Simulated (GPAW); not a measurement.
# Sr (Fm-3m) in GPAW: convergence with smearing width (eV)

Aim: find how far smearing width (eV) must go before the results for Sr settle, at PBE. This setting moves, with any that are tied to it; all else stays.

Everything below comes from runs of GPAW 26.7.0. Logs are shortened: lines on timing, memory, paths and dates and some standing lists are left out, and cuts for length are marked. The log counts tension as positive stress, the text compression.

**1. The structure**

Symmetry: Fm-3m, No. 225, cubic system. Conventional cell: a = 6.085 Å, b = 6.085 Å, c = 6.085 Å, α = 90.00°, β = 90.00°, γ = 90.00°. Around Sr (site symmetry m-3m) lie 12 Sr at 4.30 Å.

**2. With smearing width (eV) 0.5**

File run.py:

```python
from ase.dft.bandgap import bandgap
from ase.io import read, write
from ase.units import GPa
from gpaw import GPAW, PW

atoms = read('Sr.xyz')

calc = GPAW(mode=PW(600),
            xc='PBE',
            kpts={'size': (8, 8, 8), 'gamma': True},
            occupations={'name': 'methfessel-paxton', 'width': 0.5, 'order': 1},
            nbands=12,
            convergence={'density': 1e-05, 'energy': 1e-05},
            maxiter=100,
            txt='gpaw.txt')
atoms.calc = calc
energy = atoms.get_potential_energy()
forces = atoms.get_forces()
stress = atoms.get_stress()
calc.write('gs.gpw')
write('result.traj', atoms)
print(f'Energy: {energy:.6f} eV')
print('Forces (eV/A):')
print(forces.round(4))
print('Stress (GPa):', (stress / GPa).round(3))
print('Fermi level:', round(calc.get_fermi_level(), 4), 'eV')
print(f'Gap: {bandgap(calc)[0]:.4f} eV, direct: {bandgap(calc, direct=True)[0]:.4f} eV')
```

File Sr.xyz:

```xyz
1
Lattice="0.0000000000 3.0423500000 3.0423500000 3.0423500000 0.0000000000 3.0423500000 3.0423500000 3.0423500000 0.0000000000" Properties=species:S:1:pos:R:3 pbc="T T T"
Sr     0.0000000000      0.0000000000      0.0000000000
```

Potentials or basis: GPAW PAW data sets (gpaw-data 1.2.1), pw.

On the command line:

```console
$ OMP_NUM_THREADS=1 python run.py
```

Wall time 9.2 s (1 thread of Arm Neoverse V2, shared host); peak memory 0.15 GiB.

Results:

| Quantity | Value |
| --- | --- |
| Free energy | -1.6795 eV |
| Pressure | -0.2 GPa |
| Band gap on the k mesh | none (metal or under the smearing width) |

**3. With smearing width (eV) 0.3**

run.py: that of step 2 with these lines changed.

```diff
@@ -10,3 +10,3 @@
             kpts={'size': (8, 8, 8), 'gamma': True},
-            occupations={'name': 'methfessel-paxton', 'width': 0.5, 'order': 1},
+            occupations={'name': 'methfessel-paxton', 'width': 0.3, 'order': 1},
             nbands=12,
```

Sr.xyz is that of step 2.

Potentials or basis: GPAW PAW data sets (gpaw-data 1.2.1), pw.

On the command line:

```console
$ OMP_NUM_THREADS=1 python run.py
```

It took 8.9 s on 1 thread of Arm Neoverse V2, shared host; peak memory 0.15 GiB.

What came out:

* Free energy: -1.6843 eV
* Pressure: -0.2 GPa
* Band gap on the k mesh: none (metal or under the smearing width)

**4. With smearing width (eV) 0.2**

run.py: that of step 3 with these lines changed.

```diff
@@ -10,3 +10,3 @@
             kpts={'size': (8, 8, 8), 'gamma': True},
-            occupations={'name': 'methfessel-paxton', 'width': 0.3, 'order': 1},
+            occupations={'name': 'methfessel-paxton', 'width': 0.2, 'order': 1},
             nbands=12,
```

Sr.xyz is that of step 3.

On the command line:

```console
$ OMP_NUM_THREADS=1 python run.py
```

Wall time 8.7 s (1 thread of Arm Neoverse V2, shared host); peak memory 0.15 GiB.

It converged, with:

```yaml
Free_energy: -1.6860 eV
Pressure: -0.3 GPa
Band_gap_on_the_k_mesh: none (metal or under the smearing width)
```

**5. With smearing width (eV) 0.15**

run.py: that of step 4 with these lines changed.

```diff
@@ -10,3 +10,3 @@
             kpts={'size': (8, 8, 8), 'gamma': True},
-            occupations={'name': 'methfessel-paxton', 'width': 0.2, 'order': 1},
+            occupations={'name': 'methfessel-paxton', 'width': 0.15, 'order': 1},
             nbands=12,
```

Sr.xyz is that of step 4.

On the command line:

```console
$ OMP_NUM_THREADS=1 python run.py
```

Wall time 9.1 s (1 thread of Arm Neoverse V2, shared host); peak memory 0.15 GiB.

Results (log left out):

| Property | Result |
| --- | --- |
| Free energy | -1.6862 eV |
| Pressure | -0.3 GPa |
| Band gap on the k mesh | none (metal or under the smearing width) |

**6. With smearing width (eV) 0.1**

run.py: that of step 5 with these lines changed.

```diff
@@ -10,3 +10,3 @@
             kpts={'size': (8, 8, 8), 'gamma': True},
-            occupations={'name': 'methfessel-paxton', 'width': 0.15, 'order': 1},
+            occupations={'name': 'methfessel-paxton', 'width': 0.1, 'order': 1},
             nbands=12,
```

Sr.xyz is that of step 5.

Potentials or basis: GPAW PAW data sets (gpaw-data 1.2.1), pw.

On the command line:

```console
$ OMP_NUM_THREADS=1 python run.py
```

It took 8.9 s on 1 thread of Arm Neoverse V2, shared host; peak memory 0.15 GiB.

Results (log left out):

| Quantity | Value |
| --- | --- |
| Free energy | -1.6864 eV |
| Pressure | -0.3 GPa |
| Band gap on the k mesh | none (metal or under the smearing width) |

**7. With smearing width (eV) 0.05**

run.py: that of step 6 with these lines changed.

```diff
@@ -10,3 +10,3 @@
             kpts={'size': (8, 8, 8), 'gamma': True},
-            occupations={'name': 'methfessel-paxton', 'width': 0.1, 'order': 1},
+            occupations={'name': 'methfessel-paxton', 'width': 0.05, 'order': 1},
             nbands=12,
```

Sr.xyz is that of step 6.

On the command line:

```console
$ OMP_NUM_THREADS=1 python run.py
```

It took 8.6 s on 1 thread of Arm Neoverse V2, shared host; peak memory 0.15 GiB.

It converged, with:

```yaml
Free_energy: -1.6863 eV
Pressure: -0.3 GPa
Band_gap_on_the_k_mesh: none (metal or under the smearing width)
```

**8. With smearing width (eV) 0.025**

run.py: that of step 7 with these lines changed.

```diff
@@ -10,3 +10,3 @@
             kpts={'size': (8, 8, 8), 'gamma': True},
-            occupations={'name': 'methfessel-paxton', 'width': 0.05, 'order': 1},
+            occupations={'name': 'methfessel-paxton', 'width': 0.025, 'order': 1},
             nbands=12,
```

Sr.xyz is that of step 7.

On the command line:

```console
$ OMP_NUM_THREADS=1 python run.py
```

Wall time 8.5 s (1 thread of Arm Neoverse V2, shared host); peak memory 0.15 GiB.

It converged, with:

* Free energy: -1.6861 eV
* Pressure: -0.3 GPa
* Band gap on the k mesh: none (metal or under the smearing width)

**9. With smearing width (eV) 0.01**

run.py: that of step 8 with these lines changed.

```diff
@@ -10,3 +10,3 @@
             kpts={'size': (8, 8, 8), 'gamma': True},
-            occupations={'name': 'methfessel-paxton', 'width': 0.025, 'order': 1},
+            occupations={'name': 'methfessel-paxton', 'width': 0.01, 'order': 1},
             nbands=12,
```

Sr.xyz is that of step 8.

Potentials or basis: GPAW PAW data sets (gpaw-data 1.2.1), pw.

On the command line:

```console
$ OMP_NUM_THREADS=1 python run.py
```

gpaw.txt:

```text
__  _  _
 | _ |_)|_||  |
 |__||  | ||/\| - 26.7.0

Input parameters:
  mode=PW(ecut=600.0),
  convergence={'density': 1e-05, 'energy': 1e-05},
  kpts=MonkhorstPack(size=(8, 8, 8), gamma=True),
  maxiter=100,
  nbands=12,
  occupations=Occupations(name='methfessel-paxton', width=0.01, order=1),
  xc=XC(name='PBE')

Diagonalizing LCAO Hamiltonian
Converting LCAO to pw mode

       Sr

Atoms  # Å, Bohr magnetons
|   | symbol |        x |        y |        z |    initial magnetic moments |
|---|--------|----------|----------|----------|-----------------------------|
| 0 |     Sr | 0.000000 | 0.000000 | 0.000000 | ( 0.0000,  0.0000,  0.0000) |

Unit cell  # Å
| periodic |        x |        y |        z |  lengths |    angles |
|----------|----------|----------|----------|----------|-----------|
|      yes | 0.000000 | 3.042350 | 3.042350 | 4.302533 | 60.000000 |
|      yes | 3.042350 | 0.000000 | 3.042350 | 4.302533 | 60.000000 |
|      yes | 3.042350 | 3.042350 | 0.000000 | 4.302533 | 60.000000 |

Number of symmetries: 48
[... 51 lines left out ...]

BZ-sampling:
  Number of BZ points: 512
  Number of IBZ points: 29

  Monkhorst-Pack size: [8, 8, 8]
  Monkhorst-Pack shift: [0.0625, 0.0625, 0.0625]

K-points  # in reciprocal-cell coordinates
|     |                                coordinates |     weight |
|-----|--------------------------------------------|------------|
|   0 | (  0.00000000,   0.00000000,   0.00000000) | 0.00195312 |
|   1 | (  0.12500000,   0.12500000,   0.00000000) | 0.01171875 |
|   2 | (  0.12500000,   0.12500000,   0.12500000) | 0.01562500 |
|   3 | (  0.25000000,   0.12500000,   0.12500000) | 0.02343750 |
|   4 | (  0.25000000,   0.25000000,   0.00000000) | 0.01171875 |
|   5 | (  0.25000000,   0.25000000,   0.12500000) | 0.04687500 |
|   6 | (  0.25000000,   0.25000000,   0.25000000) | 0.01562500 |
|   7 | (  0.37500000,   0.25000000,  -0.37500000) | 0.04687500 |
|   8 | (  0.37500000,   0.25000000,   0.12500000) | 0.04687500 |
|   9 | (  0.37500000,   0.25000000,   0.25000000) | 0.04687500 |
| ... |                                            |            |
|  28 | (  0.50000000,   0.50000000,   0.50000000) | 0.00781250 |

Plane wave coefficients: 1895
Cutoff: 600.0 eV

Spin-components: 1 (collinear spins)
Bands:           12
Projectors:      5
Spin-degeneracy: 2
Datatype:        complex128

Parallelization:
  kpt:    1
  domain: 1
  band:   1

Density:
  Valence electrons: 10.0
  Components: 1
  Grid points: [25 25 25]
  Charge: 0.0  # |e|

Potential:
  Grid points: [25 25 25]

species:
  Sr:
    name:    Strontium
    Z:       38.0
    valence: 10
    core:    28
    charge:  0.0  # [|e|]
    compensation charges:
      type: gauss
      rc: 0.40  # [Å]
      lmax: 2
    cutoffs:
      filter: 2.39  # [Å]
      core: 1.85  # [Å]
    projectors
    | kind |    occ | energy [eV] | rcut [Å] |
    |------|--------|-------------|----------|
    |   4s |  2.000 |     -40.883 |    1.291 |
    |   5s |  2.000 |      -3.525 |    1.291 |
    |   4p |  6.000 |     -22.826 |    1.291 |
    |    p |        |       4.386 |    1.291 |
    |    d |        |       0.000 |    1.254 |

    Using partial waves for Sr as LCAO basis

Reference energy: -86496.770008  # eV

eigensolver:
  PPCG
  Converge bands: occupied
  niter=2

density mixing:
  MSR1-Mixer
  Pratt-step length: 0.05
  Maximum mixing coefficient: 0.75
  Old densities: 10
  SVD Regularization: 0.005
  Good broyden scale: 1.0
  Trust region scale: 1.0
  Backstep threshold: 4.0
  History deletion threshold: 6.0
  Fourier metric: weight=20.0, sigma=0.015

occupation numbers:
  Methfessel-Paxton:
    width: 0.0100  # eV
    order: 1

poisson solver:
  ecut: 4800.0  # eV

xc functional:
  name: PBE with 2 nearest neighbor stencil

convergence criteria:
- Maximum integral of absolute [dens]ity change: 1e-05 electrons / valence electron
- Maximum [total energy] change in last 3 cyles: 1e-05 eV / valence electron
- Maximum integral of absolute [eigenst]ate change: 4e-08 eV^2 / valence electron
maximum number of iterations: 100

SCF iterations
|iter     | |      energy | eigst |  dens |
|---------|-|-------------|-------|-------|
|iter:   1| |   -1.659503 | +0.17 |       |
|iter:   2| |   -1.724198 | -1.26 | -1.55 |
|iter:   3| |   -1.684076 | -2.33 | -1.54 |
|iter:   4| |   -1.684391 | -3.34 | -1.80 |
|iter:   5| |   -1.685980 | -3.78 | -1.87 |
|iter:   6| |   -1.685973 | -6.02 | -2.89 |
|iter:   7| |   -1.685974c| -7.07 | -3.55 |
|iter:   8| |   -1.685974c| -7.57c| -4.34 |
|iter:   9| |   -1.685974c| -8.75c| -5.10c|

Converged in 9 steps
Energy contributions relative to reference atoms: (reference = -86496.770008)

Energy contributions:
  Kinetic:          -1.449097
  Coulomb:           2.831314
  Zero:             -0.105772
  External:          0.000000
  Xc:               -2.962356
  Entropy:          -0.000095
  Spinorbit:         0.000000
  ----------------------------
  Free energy:      -1.686006
  Extrapolated:     -1.685974

dipole moment: (-23.928755, -23.928755, -23.928755)  # |e|*Ang

Fermi level: 3.427
Eigenvalues  # (at kpt = [0.000, 0.000, 0.000])
| band index |      eig [eV] | occ [0-2] |
|------------|---------------|-----------|
|          0 |       -33.199 |     2.000 |
|          1 |       -15.106 |     2.000 |
|          2 |       -15.106 |     2.000 |
|          3 |       -15.106 |     2.000 |
|          4 |        -0.186 |     2.000 |
|          5 |         5.768 |     0.000 |
|          6 |         5.768 |     0.000 |
|          7 |         5.768 |     0.000 |
|          8 |         7.193 |     0.000 |
|          9 |         7.193 |     0.000 |
|         10 |        10.360 |     0.000 |
|         11 |        12.362 |     0.000 |

No gap
No difference between direct/indirect transitions

Forces  # eV/Ang
|        x |       y |        z |
|----------|---------|----------|
| -0.00000 | 0.00000 | -0.00000 |  # Sr   0

Stress tensor  # eV/Ang^3
|         x |         y |         z |
|-----------|-----------|-----------|
|  0.002146 | -0.000000 |  0.000000 |
| -0.000000 |  0.002146 | -0.000000 |
|  0.000000 | -0.000000 |  0.002146 |

# Writing to gs.gpw (mode='')
```

Wall time 8.6 s (1 thread of Arm Neoverse V2, shared host); peak memory 0.15 GiB.

Results:

```yaml
Free_energy: -1.6860 eV
Pressure: -0.3 GPa
Band_gap_on_the_k_mesh: none (metal or under the smearing width)
```

**10. Result**

| smearing width (eV) | energy less the tightest run, at zero smearing (meV/atom) | pressure (GPa) | SCF cycles | CPU time (s) | peak memory (GiB) |
| --- | --- | --- | --- | --- | --- |
| 0.5 | 2.45 | -0.20 | 9 | 9.2 | 0.15 |
| 0.3 | -0.53 | -0.24 | 9 | 8.9 | 0.15 |
| 0.2 | -0.61 | -0.28 | 9 | 8.7 | 0.15 |
| 0.15 | -0.40 | -0.30 | 9 | 9.1 | 0.15 |
| 0.1 | -0.54 | -0.33 | 9 | 8.9 | 0.15 |
| 0.05 | -0.25 | -0.35 | 9 | 8.6 | 0.15 |
| 0.025 | -0.09 | -0.34 | 9 | 8.5 | 0.15 |
| 0.01 | 0.00 | -0.34 | 9 | 8.6 | 0.15 |

Against the tightest run, the energy stays within 1 meV/atom from 0.3 on; the pressure stays within 0.1 GPa from 0.2 on. Narrower smearing needs a denser k mesh, so at a fixed mesh the narrowest width isn't the most accurate. The tightest run that finished is the yardstick and may itself not be fully converged.

Caveats: this smearing can pin the Fermi level at a band edge.
